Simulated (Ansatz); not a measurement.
## Si2W: computed properties

All numbers below come from Ansatz, DFT PBEsol, scalar-relativistic, plane waves, PAW.

Cutoff 420 eV; k points 18×18×18 on the computed 3-atom cell (Γ-centred); Gaussian smearing, width 0.10 eV; no spin polarisation.

The structure is relaxed at this level of theory with its symmetry kept.

```
Si W
1.0
    -1.60128    1.60128    3.90796
     1.60128   -1.60128    3.90796
     1.60128    1.60128   -3.90796
Si W
2 1
Direct
  0.33454 0.33454 0.00000
  0.66546 0.66546 0.00000
  0.00000 0.00000 0.00000
```

| Property | Result |
| --- | --- |
| Space group | I4/mmm (No. 139) |
| Volume per atom | 13.36 Å³ |
| Formation energy from the elements' standard states (uncorrected) | -0.449 eV/atom |
| Kohn–Sham band gap | none (metal) |
| Density of states at the Fermi level | 0.22 states/eV per cell (so small that it hangs on the mesh: a semimetal, or crossings between mesh points) |
| Löwdin character within 0.5 eV of the Fermi level | W 5d 66 %, Si 3p 23 %, Si 3s 7 % |
| Bulk modulus | 231 GPa |
| Its pressure derivative | 4.3 |
| Bader charges (e) | Si (2 in the cell) 0.00, W (1 in the cell) 0.00 |

Spin-orbit coupling is left out, which matters for the bands of heavy elements.